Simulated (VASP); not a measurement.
# SnSe2 (P-3m1) in VASP: notebook, part 2 of 2

VASP 6.6.1. Earlier steps stand in the parts before.

### 10 Equation of state, PBE, 24.70 Å³/atom (volume scaled by 0.96)

Input file INCAR:

```
SYSTEM = SnSe2
PREC     = Accurate       ! precision mode
ENCUT    = 520            ! plane-wave cutoff, eV
EDIFF    = 1E-7           ! SCF threshold, eV
ISMEAR   = -1             ! smearing method
SIGMA    = 0.05           ! smearing width, eV
LREAL    = .False.        ! projectors in reciprocal space
LASPH    = .True.         ! aspherical terms in the spheres
NELM     = 80             ! most SCF steps
ALGO     = Normal         ! electronic algorithm
ISIF     = 2              ! what is computed and relaxed
LWAVE    = .False.        ! write WAVECAR
LCHARG   = .False.        ! write CHGCAR
GGA      = PE             ! functional
NBANDS   = 20             ! bands
```

Input file KPOINTS:

```
regular mesh
0
Gamma
  8 8 5
  0 0 0
```

Input file POSCAR:

```
SnSe2
1.0
    3.7594936861      0.0000000000      0.0000000000
   -1.8797468431      3.2558170375      0.0000000000
    0.0000000000      0.0000000000      6.0530709152
Sn Se
1 2
Direct
    0.0000000000      0.0000000000      0.0000000000
    0.6666666667      0.3333333333      0.7510000000
    0.3333333333      0.6666666667      0.2490000000
```

Launch:

```console
> cat potpaw_PBE.64/Sn_d/POTCAR potpaw_PBE.64/Se/POTCAR > POTCAR
> mpirun -np 1 vasp_std > vasp.out
```

Wall time 46 s (1 thread of Intel Xeon Platinum 8488C (Sapphire Rapids), shared host); peak memory 0.21 GiB.

Results (log left out):

- Free energy: -11.6034 eV
- Pressure: 9.3 GPa
- Largest force: 1.245 eV/Å
- Band gap on the k mesh: 0.86 eV, indirect (least direct gap 1.28 eV)

Caveat: spin-orbit coupling is left out, which moves the levels of the heavy elements; an odd mesh through Γ misses points on the zone boundary, where band edges often lie; this functional lacks dispersion, which binds the layers, so the pressure and a relaxed spacing across them are unreliable; forces of over 1 eV/Å show positions far from the minimum, so gaps and moduli don't describe the material at rest.

### 11 Equation of state, PBE, 25.21 Å³/atom (volume scaled by 0.98)

Input file INCAR:

```
SYSTEM = SnSe2
ALGO = Normal
EDIFF = 1E-7
ENCUT = 520
GGA = PE
ISIF = 2
ISMEAR = -1
LASPH = .True.
LCHARG = .False.
LREAL = .False.
LWAVE = .False.
NBANDS = 20
NELM = 80
PREC = Accurate
SIGMA = 0.05
```

Input file KPOINTS:

```
k-points
0
Gamma
  8 8 5
  0 0 0
```

Input file POSCAR:

```
SnSe2
1.0
    3.7854220481      0.0000000000      0.0000000000
   -1.8927110241      3.2782716577      0.0000000000
    0.0000000000      0.0000000000      6.0948175511
Sn Se
1 2
Direct
    0.0000000000      0.0000000000      0.0000000000
    0.6666666667      0.3333333333      0.7510000000
    0.3333333333      0.6666666667      0.2490000000
```

Launch:

```console
> cat potpaw_PBE.64/Sn_d/POTCAR potpaw_PBE.64/Se/POTCAR > POTCAR
> mpirun -np 1 vasp_std > vasp.out
```

Wall time 46 s (1 thread of Intel Xeon Platinum 8488C (Sapphire Rapids), shared host); peak memory 0.21 GiB.

Results (log left out):

- Free energy: -11.6838 eV
- Pressure: 7.4 GPa
- Largest force: 1.015 eV/Å
- Band gap on the k mesh: 0.83 eV, indirect (least direct gap 1.18 eV)

Caveat: spin-orbit coupling is left out, which moves the levels of the heavy elements; an odd mesh through Γ misses points on the zone boundary, where band edges often lie; this functional lacks dispersion, which binds the layers, so the pressure and a relaxed spacing across them are unreliable; forces of over 1 eV/Å show positions far from the minimum, so gaps and moduli don't describe the material at rest.

### 12 Equation of state, PBE, 26.24 Å³/atom (volume scaled by 1.02)

Input file INCAR:

```
PREC = Accurate ; ENCUT = 520
EDIFF = 1E-7 ; ISMEAR = -1
SIGMA = 0.05 ; LREAL = False
LASPH = True ; NELM = 60
ALGO = Normal ; ISIF = 2
LWAVE = False ; LCHARG = False
GGA = PE ; NBANDS = 20
```

Input file KPOINTS:

```
regular mesh
0
Gamma
  8 8 5
```

Input file POSCAR:

```
SnSe2
1.0
    3.8362391461      0.0000000000      0.0000000000
   -1.9181195731      3.3222805555      0.0000000000
    0.0000000000      0.0000000000      6.1766369459
Sn Se
1 2
Direct
    0.0000000000      0.0000000000      0.0000000000
    0.6666666667      0.3333333333      0.7510000000
    0.3333333333      0.6666666667      0.2490000000
```

Potentials or basis: VASP PAW PBE potentials, release 64 (Sn_d, Se).

Launch:

```console
> cat potpaw_PBE.64/Sn_d/POTCAR potpaw_PBE.64/Se/POTCAR > POTCAR
> mpirun -np 1 vasp_std > vasp.out
```

Run time: 63 s. Hardware: 1 thread of Intel Xeon Platinum 8488C (Sapphire Rapids), shared host; peak memory 0.22 GiB.

Results (log left out):

* Free energy: -11.7931 eV
* Pressure: 4.1 GPa
* Largest force: 0.609 eV/Å
* Band gap on the k mesh: 0.78 eV, indirect (least direct gap 1.01 eV)

Caveat: spin-orbit coupling is left out, which moves the levels of the heavy elements; an odd mesh through Γ misses points on the zone boundary, where band edges often lie; this functional lacks dispersion, which binds the layers, so the pressure and a relaxed spacing across them are unreliable.

### 13 Equation of state, PBE, 26.76 Å³/atom (volume scaled by 1.04)

Input file INCAR:

```
SYSTEM = SnSe2
ALGO     = Normal         ! electronic algorithm
EDIFF    = 1E-7           ! SCF threshold, eV
ENCUT    = 520            ! plane-wave cutoff, eV
GGA      = PE             ! functional
ISIF     = 2              ! what is computed and relaxed
ISMEAR   = -1             ! smearing method
LASPH    = .TRUE.         ! aspherical terms in the spheres
LCHARG   = .FALSE.        ! write CHGCAR
LREAL    = .FALSE.        ! projectors in reciprocal space
LWAVE    = .FALSE.        ! write WAVECAR
NBANDS   = 20             ! bands
NELM     = 60             ! most SCF steps
PREC     = Accurate       ! precision mode
SIGMA    = 0.05           ! smearing width, eV
```

Input file KPOINTS:

```
k-points
0
G
  8 8 5
  0 0 0
```

Input file POSCAR:

```
SnSe2
1.0
    3.8611504880      0.0000000000      0.0000000000
   -1.9305752440      3.3438544104      0.0000000000
    0.0000000000      0.0000000000      6.2167461018
Sn Se
1 2
Direct
    0.0000000000      0.0000000000      0.0000000000
    0.6666666667      0.3333333333      0.7510000000
    0.3333333333      0.6666666667      0.2490000000
```

Launch:

```console
> cat potpaw_PBE.64/Sn_d/POTCAR potpaw_PBE.64/Se/POTCAR > POTCAR
> mpirun -np 1 vasp_std > vasp.out
```

Wall time 52 s (1 thread of Intel Xeon Platinum 8488C (Sapphire Rapids), shared host); peak memory 0.22 GiB.

It converged, with:

```
Free energy            : -11.8254 eV
Pressure               : 2.6 GPa
Largest force          : 0.428 eV/Å
Band gap on the k mesh : 0.75 eV, indirect (least direct gap 0.93 eV)
```

Caveat: spin-orbit coupling is left out, which moves the levels of the heavy elements; an odd mesh through Γ misses points on the zone boundary, where band edges often lie; this functional lacks dispersion, which binds the layers, so the pressure and a relaxed spacing across them are unreliable.

### 14 Equation of state, PBE, 27.27 Å³/atom (volume scaled by 1.06)

Input file INCAR:

```
SYSTEM = SnSe2
PREC = Accurate ; ENCUT = 520
EDIFF = 1E-7 ; ISMEAR = -1
SIGMA = 0.05 ; LREAL = .False.
LASPH = .True. ; NELM = 80
ALGO = Normal ; ISIF = 2
LWAVE = .False. ; LCHARG = .False.
GGA = PE ; NBANDS = 20
```

Input file KPOINTS:

```
Automatic mesh
0
Gamma
  8 8 5
  0 0 0
```

Input file POSCAR:

```
SnSe2
1.0
    3.8857444663      0.0000000000      0.0000000000
   -1.9428722331      3.3651534204      0.0000000000
    0.0000000000      0.0000000000      6.2563442784
Sn Se
1 2
Direct
    0.0000000000      0.0000000000      0.0000000000
    0.6666666667      0.3333333333      0.7510000000
    0.3333333333      0.6666666667      0.2490000000
```

Launch:

```console
> cat potpaw_PBE.64/Sn_d/POTCAR potpaw_PBE.64/Se/POTCAR > POTCAR
> mpirun -np 1 vasp_std > vasp.out
```

It took 61 s on 1 thread of Intel Xeon Platinum 8488C (Sapphire Rapids), shared host; peak memory 0.22 GiB.

Results (log left out):

```yaml
Free_energy: -11.8449 eV
Pressure: 1.4 GPa
Largest_force: 0.262 eV/Å
Band_gap_on_the_k_mesh: 0.72 eV, indirect (least direct gap 0.86 eV)
```

Caveat: spin-orbit coupling is left out, which moves the levels of the heavy elements; an odd mesh through Γ misses points on the zone boundary, where band edges often lie; this functional lacks dispersion, which binds the layers, so the pressure and a relaxed spacing across them are unreliable.

### 15 Equation of state, PBE

Potentials or basis: VASP PAW PBE potentials, release 64 (Sn_d, Se).

This step only gathers the single runs of the series.

Results:

- Equilibrium volume: 27.91 Å³/atom (rough: see the caveat)
- Bulk modulus at fixed shape and positions: 57 GPa (rough)

Energy against volume, from the lowest point:
```csv
volume (Å³/atom),energy (meV/atom)
24.182,113.91
24.697,80.52
25.212,53.73
25.726,32.85
26.241,17.29
26.755,6.50
27.270,0.00
```

Caveat: the minimum lies outside the volumes run; the cell was scaled at fixed shape and fractional positions, which overstates the stiffness of a crystal with free parameters, most of all of layers and chains; this functional lacks dispersion, which binds the layers, so the pressure and a relaxed spacing across them are unreliable.
